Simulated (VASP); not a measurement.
A run of VASP 6.6.1:

INCAR

```
SYSTEM = Ti
PREC     = Accurate       ! precision mode
ENCUT    = 580            ! plane-wave cutoff, eV
EDIFF    = 1E-7           ! SCF threshold, eV
ISMEAR   = 0              ! smearing method
SIGMA    = 0.1            ! smearing width, eV
LREAL    = .False.        ! projectors in reciprocal space
LASPH    = .True.         ! aspherical terms in the spheres
NELM     = 60             ! most SCF steps
ALGO     = Normal         ! electronic algorithm
ISIF     = 3              ! what is computed and relaxed
LWAVE    = .False.        ! write WAVECAR
LCHARG   = .False.        ! write CHGCAR
GGA      = PS             ! functional
IBRION   = 2              ! ionic algorithm
NSW      = 90             ! ionic steps
EDIFFG   = -0.005         ! ionic threshold
```

File KPOINTS:

```
Automatic mesh
0
Gamma
  18 18 10
  0 0 0
```

The input POSCAR:

```
Ti
1.0
    2.9357319200      0.0000000000      0.0000000000
   -1.4678659600      2.5424184200      0.0000000000
    0.0000000000      0.0000000000      4.6408561500
Ti
2
Direct
    0.3333333300      0.6666666700      0.2500000000
    0.6666666700      0.3333333300      0.7500000000
```

Potentials or basis: VASP PAW PBE potentials, release 64 (Ti).

Run with:

```sh
$ cat potpaw_PBE.64/Ti/POTCAR > POTCAR
$ mpirun -np 1 vasp_std > vasp.out
```

Hardware: 1 thread of Intel(R) Xeon(R) Platinum 8375C CPU @ 2.90GHz (Ice Lake), on a shared host.

Problem. How long does it take, and how much memory?

Solution. Wall time 110 s on 1 thread of Intel(R) Xeon(R) Platinum 8375C CPU @ 2.90GHz (Ice Lake), with other jobs on the host, peak memory 0.21 GiB. Counts: scf iterations 40, k points 222, ion steps 6.
